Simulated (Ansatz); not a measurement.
# WC (Fm-3m) in Ansatz: further runs

Runs on WC. Level: PBEsol. Tasks: relaxation of cell and atoms.

All numbers are computed with Ansatz 0.2.0; they aren't measurements. Logs are shortened: lines on timing, memory, paths and dates and some standing lists are left out, and cuts for length are marked.

## (1) Starting point

Symmetry: Fm-3m, No. 225, cubic system. Conventional cell: a = 4.385 Å, b = 4.385 Å, c = 4.385 Å, α = 90.00°, β = 90.00°, γ = 90.00°. W (site symmetry m-3m) has 6 C at 2.19 Å as nearest neighbours. Around C (site symmetry m-3m) lie 6 W at 2.19 Å.

Measurements of this composition are mostly on another form, of space group No. 187.

## (2) Relaxation of cell and atoms, PBEsol

input.yaml

```yaml
crystal:
  lattice:
    - [0.0, 2.192684, 2.192684]
    - [2.192684, 0.0, 2.192684]
    - [2.192684, 2.192684, 0.0]
  atoms:
    - { symbol: W, position: [0.0, 0.0, 0.0] }
    - { symbol: C, position: [0.5, 0.5, 0.5] }
kpoints:
  mp_grid: { grid: [10, 10, 10] }
scf:
  occupations: { method: fermi_dirac, width: 0.05 }
hamiltonian:
  xc: pbesol
  pseudopotentials: { kind: all_electron, lapw: { basis_error: 0.001 } }
output:
  forces: true
  stress: true
relax:
  f_tol: 0.02
  max_steps: 60
  cell: {}
```

Potentials or basis: all-electron LAPW, scalar-relativistic.

Started as:

```console
ansatz run input.yaml --threads 1 --pin off --max-ram 3072MiB --backend cpu --events-out ev --progress --plain --runs-dir out
```

What it wrote:

```text
Warning: RAYON_NUM_THREADS=1 ignored (pool sized by the plan → 1); use --threads N
The last accepted step is kept in <dir> (removed where the run ends without a failure and the disk answers)
LAPW: plane waves up to 9.719 Å⁻¹, error target 1.0e-3 eV per atom; small_component_spin mean_spin; C in spheres of 0.870 Å, 6 of its electrons in bands, Dirac shells []; W in spheres of 1.257 Å, 44 of its electrons in bands, Dirac shells [] (how accurate: hamiltonian.pseudopotentials.lapw.basis_error, Limitations)
Engine: ansatz 0.2.0, aarch64-unknown-linux-gnu
Pseudopotentials: kind: all_electron
Pseudopotential: W, LAPW, valence charge 44, lapw/all_electron/scalar/gaussian/W, Koelling and Harmon's equation, gaussian nucleus
Pseudopotential: C, LAPW, valence charge 6, lapw/all_electron/scalar/gaussian/C, Koelling and Harmon's equation, gaussian nucleus
Functional definition: PBEsol
  exchange = pbesol_x
  correlation = pbesol_c
Crystal: 2 atoms, lattice volume = 21.084 Å³
Basis set: ecut = 359.8734377152452 eV, 331 PW (Γ), exchange–correlation at level 2
Bands: 30, of which v1, the nominal top of the filled ones, is band 25 counted from 1 (24 counted from 0)
Symmetry: 48 space group operations
Space group: Fm-3m (ITA 225), of the structure as read, at distance tolerance 2.8e-5 Å
k-points: 47 of 1000
Non-local potential: W, projectors of the file, none
Non-local potential: C, projectors of the file, none
Initial density: superposition of atomic densities (chi_scale 0.1, normalization cell, long waves kept (reshape's long-wave potential 0.00 eV rms))
Initial wavefunctions: plane waves of lowest kinetic energy (no species holds an atomic orbital)
Functional: x = pbesol(κ = 0.804, μ = 0.12345679012345678), c = pbesol(β = 0.046)
iter 1 solved again at ethr=1.02e-2 eV; its pass at ethr=1.00e-1 eV (dr2=5.10e0 eV) is discarded
SCF iter   1: F=—  HF=-440107.954555 eV  |F-HF|=—  |Δ(HF+E_count)|=         —  Δρ=1.38e-1  dr2=5.10e0  ethr=1.02e-2  ⟨swp⟩=2.0  Hψ=8686  notcnv=0
preconditioner: auto → Kerker (q_TF=auto, 3.151 Å⁻¹)  [metal: Δε(μ)=0.027 eV  Ē_g=27.346 eV  σ=0.050 eV  W_gap=0.13  n_scr=14 (ndim 8)  ℏωp=44.3 eV  f_vac=0.000  D(μ)=1.10/eV (n_scr^D=14)]
iter 2 solved again at ethr=3.26e-4 eV; its pass at ethr=1.02e-2 eV (dr2=1.63e-1 eV) is discarded
SCF iter   2: F=—  HF=-440106.226454 eV  |F-HF|=—  |Δ(HF+E_count)|=    1.73e0  Δρ=2.73e-2  dr2=1.63e-1  ethr=3.26e-4  ⟨swp⟩=2.0  Hψ=7131  notcnv=0
SCF iter   3: F=—  HF=-440106.203280 eV  |F-HF|=—  |Δ(HF+E_count)|=         —  Δρ=2.75e-2  dr2=2.09e-1  ethr=3.26e-4  ⟨swp⟩=2.0  Hψ=4262  notcnv=0
the basis was enlarged: its passes take 168.4 KiB over the memory plan, 1 of 1 planned eigensolver slots
SCF iter   4: F=—  HF=-440106.203986 eV  |F-HF|=—  |Δ(HF+E_count)|=   7.06e-4  Δρ=1.14e-2  dr2=3.42e-2  ethr=3.26e-4  ⟨swp⟩=2.0  Hψ=3928  notcnv=0
SCF iter   5: F=—  HF=-440106.173404 eV  |F-HF|=—  |Δ(HF+E_count)|=   3.06e-2  Δρ=2.79e-3  dr2=9.19e-4  ethr=6.83e-5  ⟨swp⟩=3.0  Hψ=4320  notcnv=0
SCF iter   6: F=—  HF=-440106.172695 eV  |F-HF|=—  |Δ(HF+E_count)|=   7.09e-4  Δρ=1.34e-3  dr2=5.24e-4  ethr=1.84e-6  ⟨swp⟩=2.0  Hψ=4069  notcnv=0
SCF iter   7: F=—  HF=-440106.172579 eV  |F-HF|=—  |Δ(HF+E_count)|=   1.16e-4  Δρ=3.52e-4  dr2=2.86e-5  ethr=1.05e-6  ⟨swp⟩=2.0  Hψ=4070  notcnv=0
SCF iter   8: F=—  HF=-440106.172579 eV  |F-HF|=—  |Δ(HF+E_count)|=   2.19e-7  Δρ=1.11e-4  dr2=2.73e-6  ethr=5.72e-8  ⟨swp⟩=2.0  Hψ=4066  notcnv=0
SCF iter   9: F=—  HF=-440106.172579 eV  |F-HF|=—  |Δ(HF+E_count)|=   5.05e-7  Δρ=3.58e-5  dr2=2.84e-7  ethr=5.47e-9  ⟨swp⟩=2.3  Hψ=4087  notcnv=0
SCF iter  10: F=-440106.172578 eV  HF=-440106.172578 eV  |F-HF|=1.52e-8  |Δ(HF+E_count)|=   6.03e-8  Δρ=8.44e-6  dr2=1.57e-8  ethr=5.68e-10  ⟨swp⟩=3.0  Hψ=4191  notcnv=0
SCF 1 converged in 10 iterations: F = -440106.172578 eV  dr2 = 1.57e-8
relax step   1: F+E_penalty+E_count = -440106.17257846 eV  Δ(F+E_penalty+E_count) = +0.000e0 eV  max|allowed force component| = 2.761e-30 eV/Å  Δτ_max = 0.0000 Å  P = -10.212 GPa  Ω = 21.084 Å³  (10 SCF iters, accepted)
Crystal: 2 atoms, lattice volume = 20.238 Å³
Basis set: ecut = 369.8313504563211 eV, 331 PW (Γ), exchange–correlation at level 2
Initial density: handed on by an earlier stage of this run
Initial wavefunctions: those handed on with the density
iter 1 solved again at ethr=5.00e-6 eV; its pass at ethr=1.00e-1 eV (dr2=2.50e-3 eV) is discarded
SCF iter   1: F=—  HF=-440106.188415 eV  |F-HF|=—  |Δ(HF+E_count)|=         —  Δρ=3.53e-3  dr2=2.64e-3  ethr=5.00e-6  ⟨swp⟩=3.9  Hψ=7217  notcnv=0
preconditioner: auto → Kerker (q_TF=auto, 3.172 Å⁻¹)  [metal: Δε(μ)=0.095 eV  Ē_g=28.619 eV  σ=0.050 eV  W_gap=0.39  n_scr=14 (ndim 8)  ℏωp=45.2 eV  f_vac=0.000  D(μ)=0.74/eV (n_scr^D=8)]
iter 2 solved again at ethr=4.68e-7 eV; its pass at ethr=5.00e-6 eV (dr2=2.34e-4 eV) is discarded
SCF iter   2: F=—  HF=-440106.187364 eV  |F-HF|=—  |Δ(HF+E_count)|=   1.05e-3  Δρ=1.10e-3  dr2=2.34e-4  ethr=4.68e-7  ⟨swp⟩=2.0  Hψ=7161  notcnv=0
preconditioner: auto → none  [insulator: Δε(μ)=0.124 eV  Ē_g=28.625 eV  σ=0.050 eV  W_gap=0.51  n_scr=14 (ndim 8)  ℏωp=45.2 eV  f_vac=0.000  D(μ)=0.73/eV (n_scr^D=8)  ε∞_Penn≈3.5]
SCF iter   3: F=—  HF=-440106.187245 eV  |F-HF|=—  |Δ(HF+E_count)|=   1.19e-4  Δρ=3.02e-4  dr2=1.73e-5  ethr=4.67e-7  ⟨swp⟩=3.0  Hψ=4227  notcnv=0
SCF iter   4: F=—  HF=-440106.187246 eV  |F-HF|=—  |Δ(HF+E_count)|=   1.11e-6  Δρ=1.75e-4  dr2=6.68e-6  ethr=3.47e-8  ⟨swp⟩=3.0  Hψ=4297  notcnv=0
SCF iter   5: F=—  HF=-440106.187239 eV  |F-HF|=—  |Δ(HF+E_count)|=   7.56e-6  Δρ=2.71e-5  dr2=8.02e-8  ethr=1.34e-8  ⟨swp⟩=3.0  Hψ=4201  notcnv=0
SCF iter   6: F=-440106.187239 eV  HF=-440106.187239 eV  |F-HF|=4.25e-9  |Δ(HF+E_count)|=   1.78e-8  Δρ=9.84e-6  dr2=7.95e-9  ethr=1.60e-10  ⟨swp⟩=3.0  Hψ=4296  notcnv=0
SCF 2 converged in 6 iterations: F = -440106.187239 eV  dr2 = 7.95e-9
relax step   2: F+E_penalty+E_count = -440106.18723885 eV  Δ(F+E_penalty+E_count) = -1.466e-2 eV  max|allowed force component| = 6.837e-30 eV/Å  Δτ_max = 0.0000 Å  P = +5.217 GPa  Ω = 20.238 Å³  (6 SCF iters, accepted)
Crystal: 2 atoms, lattice volume = 20.517 Å³
Basis set: ecut = 366.4792415580557 eV, 331 PW (Γ), exchange–correlation at level 2
iter 1 solved again at ethr=5.76e-7 eV; its pass at ethr=1.00e-1 eV (dr2=2.88e-4 eV) is discarded
SCF iter   1: F=—  HF=-440106.191645 eV  |F-HF|=—  |Δ(HF+E_count)|=         —  Δρ=1.18e-3  dr2=3.03e-4  ethr=5.76e-7  ⟨swp⟩=3.9  Hψ=7192  notcnv=0
preconditioner: auto → none  [insulator: Δε(μ)=0.151 eV  Ē_g=28.524 eV  σ=0.050 eV  W_gap=0.61  n_scr=14 (ndim 8)  ℏωp=44.9 eV  f_vac=0.000  D(μ)=0.73/eV (n_scr^D=8)  ε∞_Penn≈3.5]
SCF iter   2: F=—  HF=-440106.191558 eV  |F-HF|=—  |Δ(HF+E_count)|=   8.71e-5  Δρ=6.48e-4  dr2=1.05e-4  ethr=5.76e-7  ⟨swp⟩=3.0  Hψ=4302  notcnv=0
iter 3 solved again at ethr=1.10e-8 eV; its pass at ethr=2.10e-7 eV (dr2=5.49e-6 eV) is discarded
SCF iter   3: F=—  HF=-440106.191515 eV  |F-HF|=—  |Δ(HF+E_count)|=   4.29e-5  Δρ=1.75e-4  dr2=5.50e-6  ethr=1.10e-8  ⟨swp⟩=2.0  Hψ=7147  notcnv=0
SCF iter   4: F=—  HF=-440106.191512 eV  |F-HF|=—  |Δ(HF+E_count)|=   3.10e-6  Δρ=3.48e-5  dr2=1.19e-7  ethr=1.10e-8  ⟨swp⟩=3.0  Hψ=4262  notcnv=0
SCF iter   5: F=-440106.191512 eV  HF=-440106.191512 eV  |F-HF|=1.22e-9  |Δ(HF+E_count)|=   1.27e-7  Δρ=1.26e-5  dr2=8.93e-9  ethr=2.37e-10  ⟨swp⟩=3.0  Hψ=4301  notcnv=0
SCF 3 converged in 5 iterations: F = -440106.191512 eV  dr2 = 8.93e-9
relax step   3: F+E_penalty+E_count = -440106.19151153 eV  Δ(F+E_penalty+E_count) = -4.273e-3 eV  max|allowed force component| = 1.249e-30 eV/Å  Δτ_max = 0.0000 Å  P = -0.234 GPa  Ω = 20.517 Å³  (5 SCF iters, accepted)
Crystal: 2 atoms, lattice volume = 20.505 Å³
Basis set: ecut = 366.6234379525336 eV, 331 PW (Γ), exchange–correlation at level 2
iter 1 solved again at ethr=5.72e-10 eV; its pass at ethr=1.00e-1 eV (dr2=2.86e-7 eV) is discarded
SCF iter   1: F=—  HF=-440106.191521 eV  |F-HF|=—  |Δ(HF+E_count)|=         —  Δρ=4.89e-5  dr2=5.40e-7  ethr=5.72e-10  ⟨swp⟩=5.0  Hψ=7476  notcnv=0
preconditioner: auto → none  [insulator: Δε(μ)=0.140 eV  Ē_g=28.528 eV  σ=0.050 eV  W_gap=0.57  n_scr=14 (ndim 8)  ℏωp=44.9 eV  f_vac=0.000  D(μ)=0.74/eV (n_scr^D=8)  ε∞_Penn≈3.5]
SCF iter   2: F=—  HF=-440106.191521 eV  |F-HF|=—  |Δ(HF+E_count)|=   1.10e-7  Δρ=2.78e-5  dr2=1.89e-7  ethr=5.72e-10  ⟨swp⟩=3.0  Hψ=4308  notcnv=0
iter 3 solved again at ethr=1.75e-11 eV; its pass at ethr=3.79e-10 eV (dr2=8.76e-9 eV) is discarded
SCF iter   3: F=-440106.191521 eV  HF=-440106.191521 eV  |F-HF|=1.26e-8  |Δ(HF+E_count)|=   7.48e-8  Δρ=6.64e-6  dr2=8.76e-9  ethr=1.75e-11  ⟨swp⟩=2.0  Hψ=7139  notcnv=0
SCF 4 converged in 3 iterations: F = -440106.191521 eV  dr2 = 8.76e-9
relax step   4: F+E_penalty+E_count = -440106.19152058 eV  Δ(F+E_penalty+E_count) = -9.048e-6 eV  max|allowed force component| = 1.397e-30 eV/Å  Δτ_max = 0.0000 Å  P = -0.007 GPa  Ω = 20.505 Å³  (3 SCF iters, accepted)
iter 1 solved again at ethr=1.73e-11 eV; its pass at ethr=1.00e-1 eV (dr2=8.66e-9 eV) is discarded
SCF iter   1: F=—  HF=-440106.191520 eV  |F-HF|=—  |Δ(HF+E_count)|=         —  Δρ=6.64e-6  dr2=8.75e-9  ethr=1.73e-11  ⟨swp⟩=4.4  Hψ=7106  notcnv=0
SCF iter   2: F=-440106.191520 eV  HF=-440106.191520 eV  |F-HF|=4.66e-9  |Δ(HF+E_count)|=   5.96e-8  Δρ=3.69e-6  dr2=3.02e-9  ethr=1.73e-11  ⟨swp⟩=3.0  Hψ=4300  notcnv=0
SCF 5 converged in 2 iterations: F = -440106.191520 eV  dr2 = 3.02e-9
relax step   5: F+E_penalty+E_count = -440106.19151984 eV  Δ(F+E_penalty+E_count) = +7.443e-7 eV  max|allowed force component| = 1.200e-30 eV/Å  Δτ_max = 0.0000 Å  P = -0.005 GPa  Ω = 20.505 Å³  stress off target by 4.57e-3 GPa  SCF on the basis re-selected at this cell (its energy is not comparable with the rows above)  (2 SCF iters)
basis re-selected at this cell: Δ(F+E_penalty+E_count) = +7.443e-7 eV, ΔP = +0.002 GPa vs the last step (what re-selecting the basis moved, after the strain that the cell walked since its last selection, with what the two solves' SCF thresholds leave and, on support functions, any second-order correction that the steps lacked; it is no measure of the basis error at this ecutwfc). This SCF's stress stands 4.57e-3 GPa from its target on what of the cell is left free (relax.cell.stress_tol is 5.00e-2 GPa) and its largest allowed force component is 1.20e-30 eV/Å (relax.f_tol is 2.00e-2 eV/Å): within both
SCF converged after 2 iterations
Free energy (F): -440106.191520 eV
Harris-Foulkes:  -440106.191520 eV  (|F-HF|=4.66e-9)
Internal energy: -440106.185291 eV  (E = F + TS)
E sigma→0 (E₀):  -440106.188405 eV
Entropy (-TS):   -0.006229 eV (-3.114 meV/atom)
Fermi energy:    27.505707 eV
--- Per-component energies (eV) ---
  E_band       = -4879.401295
  E_kinetic    = 492723.884789
  E_xc         = -8847.678216
  E_electrostatic = -923982.391864  (all electrons and nuclei)
  E_smearing   = -0.006229  (= −TS)
  E_closure    = 0.000000  (closes the sum)
  E_atoms      = -440084.679543  (free atoms, spherical and without spin; not in F)
  Σ components = -440106.191520   (vs F -440106.191520, Δ=0.00e0)
  Basis errors (estimates in eV, not in F): energy 4.0e-4 per atom: plane waves 3.6e-4 (2.0e-4 summed), levels above the bands 2.6e-61, relativity 3.3e-8, radial functions 3.9e-5, core shells 5.1e-7; eigenvalues (radial functions only) 2.1e-6; not estimated: angular momenta, meshes, grids; target (lapw.basis_error) 1.0e-3; muffin-tin radii C 0.862 Å, W 1.245 Å
--- Forces (eV/Å), atoms counted from 1 ---
  atom   1  W     -0.00000000    -0.00000000    -0.00000000
  atom   2  C      0.00000000     0.00000000     0.00000000
  max |Σ_I F_I| component: 1.77e-30 eV/Å
--- Stress (GPa, compression-positive) ---
       -0.004568      -0.000000      -0.000000
       -0.000000      -0.004568       0.000000
       -0.000000       0.000000      -0.004568
  P = ⅓ Tr σ = -0.0046 GPa (-0.046 kbar)
--- Relaxed structure (4 steps of the walk, 4 accepted, 1 SCFs on fresh bases) ---
  F+E_penalty+E_count = -440106.19151984 eV   max|allowed force component| = 1.200e-30 eV/Å   (the final SCF, on the basis selected at the relaxed cell)
  cell:  # Å, volume = 20.5047 Å³
    - [-5.6049092361851485e-34, 2.172405186736491, 2.172405186736491]
    - [2.172405186736491, 1.4012273090462867e-34, 2.172405186736491]
    - [2.172405186736491, 2.172405186736491, -7.770442350165775e-34]
  atoms:
    - { symbol: W, position: [-1.143676554281653e-36, 1.829882486852465e-36, 9.149412434248542e-37] }
    - { symbol: C, position: [0.5, 0.5, 0.5] }
```

It took 34 s on 1 thread of Arm Neoverse V2, shared host; peak memory 0.34 GiB.

Results:

| Property | Result |
| --- | --- |
| Free energy | -440106.1915 eV |
| Relaxed volume | 10.25 Å³/atom |
| Relaxed cell | a = 3.072 Å, b = 3.072 Å, c = 3.072 Å, α = 60.00°, β = 60.00°, γ = 60.00° |
| Space group after relaxing (to 0.05 Å) | Fm-3m (No. 225) |
| Energy gained by relaxing | 9.5 meV/atom |
| Ionic steps | 5 |
| Pressure after relaxing | 0.0 GPa |

The path:
```
step  energy change (eV)  largest force (eV/Å)  volume (Å³)
   1              0.0000                0.0000        21.08
   2             -0.0147                0.0000        20.24
   3             -0.0189                0.0000        20.52
   4             -0.0189                0.0000        20.50
   5             -0.0189                0.0000        20.50
```

Final structure:
```
W C
1.0
     0.00000    2.17241    2.17241
     2.17241    0.00000    2.17241
     2.17241    2.17241    0.00000
W C
1 1
Direct
  0.00000 0.00000 0.00000
  0.50000 0.50000 0.50000
```

The run has no spin-orbit coupling, so splittings on W are missing.

## (3) Relaxation of cell and atoms, PBEsol, target pressure 5 GPa, at which the enthalpy is minimised

input.yaml, as its differences from that of step 2:

```diff
@@ -21,2 +21,2 @@
   max_steps: 60
-  cell: {}
+  cell: { p_target: 5 }
```

Potentials or basis: all-electron LAPW, scalar-relativistic.

Started as:

```console
ansatz run input.yaml --threads 1 --pin off --max-ram 3072MiB --backend cpu --events-out ev --progress --plain --runs-dir out
```

It took 32 s on 1 thread of Arm Neoverse V2, shared host; peak memory 0.35 GiB.

The run converged. Its results:

| Quantity | Value |
| --- | --- |
| Free energy | -440106.1876 eV |
| Relaxed volume | 10.13 Å³/atom |
| Relaxed cell | a = 3.059 Å, b = 3.059 Å, c = 3.059 Å, α = 60.00°, β = 60.00°, γ = 60.00° |
| Space group after relaxing (to 0.05 Å) | Fm-3m (No. 225) |
| Energy change on relaxing (the enthalpy is what falls) | -7.5 meV/atom |
| Ionic steps | 5 |
| Pressure after relaxing | 5.0 GPa |

The path:
| step | energy change (eV) | largest force (eV/Å) | volume (Å³) |
| --- | --- | --- | --- |
| 1 | 0.0000 | 0.0000 | 21.08 |
| 2 | 0.0094 | 0.0000 | 19.83 |
| 3 | -0.0158 | 0.0000 | 20.28 |
| 4 | -0.0150 | 0.0000 | 20.25 |
| 5 | -0.0150 | 0.0000 | 20.25 |

Final structure:
```xyz
2
Lattice="0.0000 2.1634 2.1634 2.1634 0.0000 2.1634 2.1634 2.1634 0.0000" Properties=species:S:1:pos:R:3 pbc="T T T"
W     0.0000    0.0000    0.0000
C     2.1634    2.1634    2.1634
```

The run has no spin-orbit coupling, so splittings on W are missing.

(Part 1 of 2 ends here.)
